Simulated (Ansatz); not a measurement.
**Pd (P63/mmc): majority and minority states**

The geometry is a structure from the Materials Project, held fixed and not relaxed.

Settings: PBE, 14×14×7 k mesh, Fermi–Dirac smearing of 0.05 eV. LAPW is all-electron LAPW in Ansatz 0.2.0. Site moments are integrated in spheres about the atoms.

The input and its command:

```yaml
crystal:
  lattice:
    - [2.7836650458, 0.0, 0.0]
    - [-1.3918325229, 2.4107246453, 0.0]
    - [0.0, 0.0, 4.628893]
  atoms:
    - { symbol: Pd, position: [0.6666666667, 0.3333333333, 0.75], spin: 0.4 }
    - { symbol: Pd, position: [0.3333333333, 0.6666666667, 0.25], spin: 0.4 }
magnetization:
  spin_polarized: true
kpoints:
  mp_grid: { grid: [14, 14, 7] }
scf:
  occupations: { method: fermi_dirac, width: 0.05 }
  lower_state_search: "off"
hamiltonian:
  xc: pbe
  pseudopotentials: { kind: all_electron, lapw: { basis_error: 0.0005 } }
output:
  forces: true
  stress: true
  eigenvalues: false
  populations: true
  dos: { projected: true, de: 0.1, e_range: [-8, 5] }
```

Command: `ansatz run input.yaml --threads 1 --pin off --max-ram 3072MiB --backend cpu --events-out ev --progress --plain --runs-dir out`

Density of states, smoothed by a Gaussian of 0.15 eV:

| E − E_F (eV) | majority (states/eV/cell) | minority (states/eV/cell) |
| --- | --- | --- |
| -7.00 | 0.00 | 0.00 |
| -6.70 | 0.02 | 0.01 |
| -6.40 | 0.05 | 0.05 |
| -6.10 | 0.07 | 0.07 |
| -5.80 | 0.10 | 0.10 |
| -5.50 | 0.14 | 0.13 |
| -5.20 | 0.25 | 0.17 |
| -4.90 | 1.06 | 0.47 |
| -4.60 | 1.90 | 1.43 |
| -4.30 | 2.13 | 1.94 |
| -4.00 | 1.84 | 1.94 |
| -3.70 | 2.04 | 1.88 |
| -3.40 | 1.95 | 1.85 |
| -3.10 | 1.66 | 1.92 |
| -2.80 | 2.27 | 1.61 |
| -2.50 | 2.44 | 2.34 |
| -2.20 | 2.52 | 2.42 |
| -1.90 | 2.28 | 2.51 |
| -1.60 | 1.73 | 2.14 |
| -1.30 | 1.69 | 1.67 |
| -1.00 | 1.67 | 1.62 |
| -0.70 | 1.99 | 1.59 |
| -0.40 | 2.84 | 1.97 |
| -0.10 | 1.94 | 2.75 |
| 0.20 | 0.36 | 2.00 |
| 0.50 | 0.24 | 0.42 |
| 0.80 | 0.25 | 0.26 |
| 1.10 | 0.25 | 0.26 |
| 1.40 | 0.26 | 0.26 |
| 1.70 | 0.26 | 0.27 |
| 2.00 | 0.29 | 0.29 |
| 2.30 | 0.29 | 0.31 |
| 2.60 | 0.26 | 0.27 |
| 2.90 | 0.25 | 0.26 |
| 3.20 | 0.25 | 0.26 |
| 3.50 | 0.25 | 0.25 |
| 3.80 | 0.24 | 0.25 |
| 4.10 | 0.23 | 0.24 |
| 4.40 | 0.24 | 0.23 |

What spin moment does the cell carry?

0.76 μB. Site moments (μB): Pd1 0.39, Pd2 0.39.

Löwdin populations of d and f shells (filled inner shells left out):

| shell | up | down |
| --- | --- | --- |
| Pd1 4d | 4.88 | 4.50 |
| Pd2 4d | 4.88 | 4.50 |

The Ansatz runs typed with the search for lower states off end where their start leads. These are results for the start and cell typed. The real compound can order otherwise, in a larger cell, or not at all, since semilocal functionals at zero temperature often overstate magnetism.
